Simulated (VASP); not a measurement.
# PbF2 (Pnma) in VASP: notebook

One crystal, PbF2, is run at these levels: r2SCAN; tasks: relaxation of cell and atoms.

Program: VASP 6.6.1. These are calculated values, not measurements. Logs are shortened: lines on timing, memory, paths and dates and some standing lists are left out, and cuts for length are marked.

## 1. The structure

It takes space group Pnma (No. 62, orthorhombic). The conventional cell has a = 6.427 Å, b = 3.891 Å, c = 7.636 Å, α = 90.00°, β = 90.00°, γ = 90.00°. Pb (site symmetry m) has 9 F at 2.48 to 2.84 Å as nearest neighbours. Around F (site symmetry m) lie 4 Pb at 2.48 to 2.51 Å. Around F (site symmetry m) lie 5 Pb at 2.57 to 2.84 Å and 4 F at 2.88 to 2.90 Å.

## 2. Relaxation of cell and atoms, r2SCAN, target pressure 6.55 GPa, at which the enthalpy is minimised

The input, INCAR:

```
SYSTEM = PbF2
PREC = Accurate ; ENCUT = 600
EDIFF = 1E-6 ; ISMEAR = 0
SIGMA = 0.03 ; LREAL = .False.
LASPH = .True. ; NELM = 80
ALGO = Normal ; ISIF = 3
LWAVE = .False. ; LCHARG = .False.
METAGGA = R2SCAN ; LMIXTAU = .True.
IBRION = 2 ; NSW = 90
EDIFFG = -0.01 ; PSTRESS = 65.5
KPAR = 4
```

The input, KPOINTS:

```
Automatic mesh
0
Gamma
  4 8 4
  0 0 0
```

The input, POSCAR:

```
PbF2
1.0
    6.4268900000      0.0000000000      0.0000000000
    0.0000000000      3.8909800000      0.0000000000
    0.0000000000      0.0000000000      7.6357400000
Pb F
4 8
Direct
    0.7560000000      0.7500000000      0.1030000000
    0.2440000000      0.2500000000      0.8970000000
    0.7440000000      0.2500000000      0.6030000000
    0.2560000000      0.7500000000      0.3970000000
    0.1420000000      0.7500000000      0.0850000000
    0.8580000000      0.2500000000      0.9150000000
    0.3580000000      0.2500000000      0.5850000000
    0.6420000000      0.7500000000      0.4150000000
    0.5510000000      0.7500000000      0.8140000000
    0.4490000000      0.2500000000      0.1860000000
    0.9490000000      0.2500000000      0.3140000000
    0.0510000000      0.7500000000      0.6860000000
```

Potentials or basis: VASP PAW PBE potentials, release 64 (Pb_d, F).

Run with:

```
$ cat potpaw_PBE.64/Pb_d/POTCAR potpaw_PBE.64/F/POTCAR > POTCAR
$ mpirun -np 4 vasp_std > vasp.out
```

OUTCAR:

```text
SYSTEM = PbF2
   PREC = Accurate
   ENCUT = 600
   EDIFF = 1E-6
   ISMEAR = 0
   LREAL = .False.
   LASPH = .True.
   NELM = 80
   ISIF = 3
   METAGGA = R2SCAN
   IBRION = 2
   NSW = 90
   EDIFFG = -0.01
   PSTRESS = 65.5

 ion  position               nearest neighbor table
   1  0.756  0.750  0.103-   5 2.48   8 2.49   6 2.51   6 2.51   9 2.57  11 2.81  11 2.81  10 2.84
                            10 2.84   4 3.92   4 3.92   2 4.01   2 4.01   2 4.13   2 4.13
   2  0.244  0.250  0.897-   6 2.48   7 2.49   5 2.51   5 2.51  10 2.57  12 2.81  12 2.81   9 2.84
                             9 2.84   3 3.92   3 3.92   1 4.01   1 4.01   1 4.13   1 4.13
   3  0.744  0.250  0.603-   7 2.48   6 2.49   8 2.51   8 2.51  11 2.57   9 2.81   9 2.81  12 2.84
                            12 2.84   2 3.92   2 3.92   4 4.01   4 4.01   4 4.13   4 4.13
   4  0.256  0.750  0.397-   8 2.48   5 2.49   7 2.51   7 2.51  12 2.57  10 2.81  10 2.81  11 2.84
                            11 2.84   1 3.92   1 3.92   3 4.01   3 4.01   3 4.13   3 4.13
   5  0.142  0.750  0.085-   1 2.48   4 2.49   2 2.51   2 2.51
   6  0.858  0.250  0.915-   2 2.48   3 2.49   1 2.51   1 2.51
   7  0.358  0.250  0.585-   3 2.48   2 2.49   4 2.51   4 2.51
   8  0.642  0.750  0.415-   4 2.48   1 2.49   3 2.51   3 2.51
   9  0.551  0.750  0.814-   1 2.57   3 2.81   3 2.81   2 2.84   2 2.84
  10  0.449  0.250  0.186-   2 2.57   4 2.81   4 2.81   1 2.84   1 2.84
  11  0.949  0.250  0.314-   3 2.57   1 2.81   1 2.81   4 2.84   4 2.84
  12  0.051  0.750  0.686-   4 2.57   2 2.81   2 2.81   3 2.84   3 2.84

  LATTYP: Found a simple orthorhombic cell.
 ALAT       =     3.8909800000
 B/A-ratio  =     1.6517406926
 C/A-ratio  =     1.9624207783

  Lattice vectors:

 A1 = (   0.0000000000,  -3.8909800000,   0.0000000000)
 A2 = (   6.4268900000,   0.0000000000,   0.0000000000)
 A3 = (   0.0000000000,   0.0000000000,   7.6357400000)

Analysis of symmetry for initial positions (statically):
=====================================================================
 Subroutine PRICEL returns:
 Original cell was already a primitive cell.

 Routine SETGRP: Setting up the symmetry group for a
 simple orthorhombic supercell.

 Subroutine GETGRP returns: Found  8 space group operations
 (whereof  2 operations were pure point group operations)
 out of a pool of  8 trial point group operations.

The static configuration has the point symmetry S_2 .
 The point group associated with its full space group is D_2h.

Analysis of symmetry for dynamics (positions and initial velocities):
=====================================================================
 Subroutine PRICEL returns:
 Original cell was already a primitive cell.

 Routine SETGRP: Setting up the symmetry group for a
 simple orthorhombic supercell.

 Subroutine GETGRP returns: Found  8 space group operations
 (whereof  2 operations were pure point group operations)
 out of a pool of  8 trial point group operations.

The dynamic configuration has the point symmetry S_2 .
 The point group associated with its full space group is D_2h.

 Subroutine INISYM returns: Found  8 space group operations
 (whereof  2 operations are pure point group operations),
 and found     1 'primitive' translations

----------------------------------------------------------------------------------------

                                     Primitive cell

  volume of cell :     190.9462

  direct lattice vectors                    reciprocal lattice vectors
     6.426890000  0.000000000  0.000000000     0.155596253  0.000000000  0.000000000
     0.000000000  3.890980000  0.000000000     0.000000000  0.257004662  0.000000000
     0.000000000  0.000000000  7.635740000     0.000000000  0.000000000  0.130963076

  length of vectors
     6.426890000  3.890980000  7.635740000     0.155596253  0.257004662  0.130963076

  position of ions in fractional coordinates (direct lattice)
     0.756000000  0.750000000  0.103000000
     0.244000000  0.250000000  0.897000000
     0.744000000  0.250000000  0.603000000
     0.256000000  0.750000000  0.397000000
     0.142000000  0.750000000  0.085000000
     0.858000000  0.250000000  0.915000000
     0.358000000  0.250000000  0.585000000
     0.642000000  0.750000000  0.415000000
     0.551000000  0.750000000  0.814000000
     0.449000000  0.250000000  0.186000000
     0.949000000  0.250000000  0.314000000
     0.051000000  0.750000000  0.686000000

  ion indices of the primitive-cell ions
   primitive index   ion index
                 1           1
                 2           2
                 3           3
                 4           4
                 5           5
                 6           6
                 7           7
                 8           8
                 9           9
                10          10
                11          11
                12          12

----------------------------------------------------------------------------------------

 KPOINTS: Automatic mesh

Automatic generation of k-mesh.
 Grid dimensions read from file:
 generate k-points for:    4    8    4

 Generating k-lattice:

  Cartesian coordinates                     Fractional coordinates (reciprocal lattice)
     0.038899063  0.000000000  0.000000000     0.250000000  0.000000000  0.000000000
     0.000000000  0.032125583  0.000000000     0.000000000  0.125000000  0.000000000
     0.000000000  0.000000000  0.032740769     0.000000000  0.000000000  0.250000000

  Length of vectors
     0.038899063  0.032125583  0.032740769

  Shift w.r.t. Gamma in fractional coordinates (k-lattice)
     0.000000000  0.000000000  0.000000000

 Subroutine IBZKPT returns following result:
 ===========================================

 Found     45 irreducible k-points:

 Following reciprocal coordinates:
            Coordinates               Weight
  0.000000  0.000000  0.000000      1.000000
  0.250000  0.000000  0.000000      2.000000
  0.500000  0.000000  0.000000      1.000000
  0.000000  0.125000  0.000000      2.000000
  0.250000  0.125000  0.000000      4.000000
  0.500000  0.125000  0.000000      2.000000
[... 16 lines left out ...]
  0.250000  0.250000  0.250000      8.000000
  0.500000  0.250000  0.250000      4.000000
 [... further k-points ...]
   k-points           NKPTS =     45   k-points in BZ     NKDIM =     45   number of bands    NBANDS=     67
   number of dos      NEDOS =    301   number of ions     NIONS =     12
   total plane-waves  NPLWV = 110592
   dimension x,y,z NGX =    54 NGY =   32 NGZ =   64
   dimension x,y,z NGXF=   108 NGYF=   64 NGZF=  128
   ions per type =               4   8
   NGX,Y,Z   is equivalent  to a cutoff of  13.97, 13.67, 13.93 a.u.
   NGXF,Y,Z  is equivalent  to a cutoff of  27.94, 27.34, 27.87 a.u.
 SYSTEM =  PbF2
   PREC   = accura    normal or accurate (medium, high low for compatibility)
   ISTART =      0    job   : 0-new  1-cont  2-samecut
   ICHARG =      2    charge: 1-file 2-atom 10-const
   ISPIN  =      1    spin polarized calculation?
   LNONCOLLINEAR =      F non collinear calculations
   LSORBIT =      F    spin-orbit coupling
   LASPH  =      T    aspherical Exc in radial PAW
   ENCUT  =  600.0 eV  44.10 Ry    6.64 a.u.  12.84  7.77 15.25*2*pi/ulx,y,z
   NELM   =     80;   NELMIN=  2; NELMDL= -5     # of ELM steps
   EDIFF  = 0.1E-05   stopping-criterion for ELM
   LREAL  =      F    real-space projection
   EDIFFG = -.1E-01   stopping-criterion for IOM
   NSW    =     90    number of steps for IOM
   IBRION =      2    ionic relax: 0-MD 1-quasi-New 2-CG
   NFREE  =      1    steps in history (QN), initial steepest desc. (CG)
   ISIF   =      3    stress and relaxation
   ISYM   =      2    0-nonsym 1-usesym 2-fastsym
   POTIM  = 0.5000    time-step for ionic-motion
   TEBEG  =    0.0;   TEEND  =   0.0 temperature during run
   PSTRESS=   65.5 pullay stress
   NELECT =     112.0000    total number of electrons
   NUPDOWN=      -1.0000    fix difference up-down
   EMIN   =  10.00;   EMAX   =-10.00  energy-range for DOS
   EFERMI =   0.00;   METHOD = LEGACY
   ISMEAR =     0;   SIGMA  =   0.03  broadening in eV -4-tet -1-fermi 0-gaus
   EFERMI_NEDOS =   21; number of points for ismear=-14 and -15
   IALGO  =     38    algorithm
   IMIX   =      4    mixing-type and parameters
     AMIX     =   0.40;   BMIX     =  1.00
     AMIX_MAG =   1.60;   BMIX_MAG =  1.00
  volume/ion in A,a.u.               =      15.91       107.38
  Fermi-wavevector in a.u.,A,eV,Ry     =   1.370389  2.589660 25.551276  1.877966
  Thomas-Fermi vector in A             =   2.496180
   LORBIT       =      0    0 simple, 1 ext, 2 COOP (PROOUT), +10 PAW based schemes
   METAGGA = R2SCAN    functional components
   LHFCALC =     F    Hartree Fock is set to
   AEXX    =    0.0000 exact exchange contribution
   IVDW    =     0    specifies the selected vdW correction
   LEPSILON=     F    determine dielectric tensor
   LRPA    =     F    only Hartree local field effects (RPA)
 conjugate gradient relaxation of ions
 non-spin polarized calculation
 Gauss-broadening in eV      SIGMA  =   0.03
  energy-cutoff  :      600.00
  volume of cell :      190.95
 maximum number of plane-waves:      6412
 NGX is ok and might be reduce to    54
   NGX = 25   NGY = 15   NGZ = 31

--------------------------------------- Ionic step        1  -------------------------------------------

 number of electron     111.9999963 magnetization

 Free energy of the ion-electron system (eV)
  ---------------------------------------------------
  ext. energy  EPLUGINS =         0.00000000
  ---------------------------------------------------
  free energy    TOTEN  =      -280.30892128 eV

  energy without entropy =     -280.30892128  energy(sigma->0) =     -280.30892128

------------------------ aborting loop because EDIFF is reached ----------------------------------------

  FORCE on cell =-STRESS in cart. coord.  units (eV):
  Direction    XX          YY          ZZ          XY          YZ          ZX
  --------------------------------------------------------------------------------------
  -------------------------------------------------------------------------------------
  Total       -1.8489850     -2.0412398     -2.4047442      0.0000000      0.0000000      0.0000000
  in kB      -15.5143280    -17.1274856    -20.1775519      0.0000000      0.0000000      0.0000000
  external PRESSURE =     -83.1064552 kB  Pullay stress =      65.5000000 kB
[... 123 lines left out ...]
  FREE ENERGIE OF THE ION-ELECTRON SYSTEM (eV)
  ---------------------------------------------------
  free  energy   TOTEN  =      -280.1209607690 eV

  energy  without entropy=     -280.1209607690  energy(sigma->0) =     -280.12096077

  enthalpy is  TOTEN    =      -272.9787861680 eV   P V=        7.1421746010

[... ionic steps 4 to 19 ...]

--------------------------------------- Ionic step       20  -------------------------------------------

 number of electron     112.0000043 magnetization

------------------------ aborting loop because EDIFF is reached ----------------------------------------

  FORCE on cell =-STRESS in cart. coord.  units (eV):
  Direction    XX          YY          ZZ          XY          YZ          ZX
  --------------------------------------------------------------------------------------
  -------------------------------------------------------------------------------------
  Total        7.1570524      6.8678229      6.6460545      0.0000000      0.0000000      0.0000000
  in kB       65.6814647     63.0271570     60.9919513      0.0000000      0.0000000      0.0000000
  external PRESSURE =      -2.2664757 kB  Pullay stress =      65.5000000 kB
[... 81 lines left out ...]
  enthalpy is  TOTEN    =      -273.2234468543 eV   P V=        7.1198663651

--------------------------------------- Ionic step       22  -------------------------------------------

 number of electron     112.0000052 magnetization

 Free energy of the ion-electron system (eV)
  ---------------------------------------------------
  ext. energy  EPLUGINS =         0.00000000
  ---------------------------------------------------
  free energy    TOTEN  =      -280.34274746 eV

  energy without entropy =     -280.34274746  energy(sigma->0) =     -280.34274746

 E-fermi :   3.6857     XC(G=0): -11.1687

 val. band max:        3.5399101341   @ k =   0.0000   0.3750   0.0000
 cond. band min:       7.9946695691   @ k =   0.0000   0.0000   0.0000
 fundamental gap:      4.4547594351
 Fermi energy:         3.6856662743

 k-point     1 :       0.0000    0.0000    0.0000
  band No.  band energies     occupation
      1     -19.8827      2.00000
      2     -19.7314      2.00000
      3     -19.4413      2.00000
      4     -19.4308      2.00000
      5     -18.9407      2.00000
      6     -18.9267      2.00000
[... 1669 lines left out ...]
     66      11.6893      0.00000
     67      12.3541      0.00000

 [... further k-points ...]

------------------------ aborting loop because EDIFF is reached ----------------------------------------

  FORCE on cell =-STRESS in cart. coord.  units (eV):
  Direction    XX          YY          ZZ          XY          YZ          ZX
  --------------------------------------------------------------------------------------
  -------------------------------------------------------------------------------------
  Total        7.2221571      7.1358549      7.0116999      0.0000000      0.0000000      0.0000000
  in kB       66.4479399     65.6539108     64.5116144      0.0000000      0.0000000      0.0000000
  external PRESSURE =       0.0378217 kB  Pullay stress =      65.5000000 kB
[... 27 lines left out ...]
  FREE ENERGIE OF THE ION-ELECTRON SYSTEM (eV)
  ---------------------------------------------------
  free  energy   TOTEN  =      -280.3427474620 eV

  energy  without entropy=     -280.3427474620  energy(sigma->0) =     -280.34274746

  enthalpy is  TOTEN    =      -273.2236209384 eV   P V=        7.1191265236

 reached required accuracy - stopping structural energy minimisation
```

Wall time 1.7 h (4 MPI ranks of Intel Xeon 6975P-C (Granite Rapids), shared host); peak memory 0.75 GiB.

What came out:

- Free energy: -280.3427 eV
- Relaxed volume: 14.51 Å³/atom
- Relaxed cell: a = 6.125 Å, b = 3.785 Å, c = 7.511 Å, α = 90.00°, β = 90.00°, γ = 90.00°
- Space group after relaxing (to 0.05 Å): Pnma (No. 62)
- Energy change on relaxing (the enthalpy is what falls): -2.8 meV/atom
- Ionic steps: 22
- Pressure after relaxing: 6.6 GPa
- Largest force after relaxing: 0.009 eV/Å
- Band gap on the k mesh: 4.45 eV, indirect (least direct gap 4.71 eV)

Forces in eV/Å, atoms in the order of the input:
```
Pb   0.006  0.000 -0.007
Pb  -0.006  0.000  0.007
Pb  -0.006  0.000 -0.007
Pb   0.006  0.000  0.007
F    0.001  0.000 -0.003
F   -0.001  0.000  0.003
F   -0.001  0.000 -0.003
F    0.001  0.000  0.003
F   -0.007  0.000 -0.001
F    0.007  0.000  0.001
F    0.007  0.000 -0.001
F   -0.007  0.000  0.001
```

Stress tensor (GPa, compression positive):
```
6.64 0.00 0.00
0.00 6.57 0.00
0.00 0.00 6.45
```

Step by step:
```tsv
step	energy change (eV)	largest force (eV/Å)	pressure (GPa)	volume (Å³)
1	0.0000	0.4734	-1.76	190.95
2	0.4924	0.4830	11.12	169.03
3	0.1880	0.4408	6.90	174.70
4	0.1404	0.3478	6.88	174.25
5	0.0948	0.2271	7.17	172.86
6	0.1021	0.2346	7.25	172.64
7	-0.0173	0.1360	5.52	174.91
8	-0.0255	0.1334	5.37	175.11
9	0.0062	0.1189	6.18	173.83
10	0.0390	0.1380	6.77	172.93
11	0.0251	0.0977	6.72	173.08
12	0.0014	0.0493	6.60	173.44
13	-0.0018	0.0455	6.58	173.51
14	-0.0086	0.0439	6.52	173.64
15	-0.0267	0.0467	6.36	174.04
16	-0.0198	0.0429	6.51	173.86
17	-0.0067	0.0366	6.81	173.52
18	-0.0158	0.0291	6.71	173.72
19	-0.0283	0.0196	6.58	174.01
20	-0.0511	0.0270	6.32	174.58
21	-0.0344	0.0164	6.52	174.16
22	-0.0338	0.0094	6.55	174.14
```

Final structure:
```
Pb F
1.0
     6.12527    0.00000    0.00000
     0.00000    3.78515    0.00000
     0.00000    0.00000    7.51082
Pb F
4 8
Direct
  0.74539 0.75000 0.11628
  0.25461 0.25000 0.88372
  0.75461 0.25000 0.61628
  0.24539 0.75000 0.38372
  0.14237 0.75000 0.06103
  0.85763 0.25000 0.93897
  0.35763 0.25000 0.56103
  0.64237 0.75000 0.43897
  0.54141 0.75000 0.82764
  0.45859 0.25000 0.17236
  0.95859 0.25000 0.32764
  0.04141 0.75000 0.67236
```

Caveat: the cell is relaxed towards a set pressure, so the enthalpy falls and the energy may rise; the PAW data sets were made with another functional, which shifts forces and pressure a little; spin-orbit coupling is left out, which as a rule narrows the gap of such compounds by several tenths of an eV. A k mesh can miss the band edges.

[end of part 1 of 2]
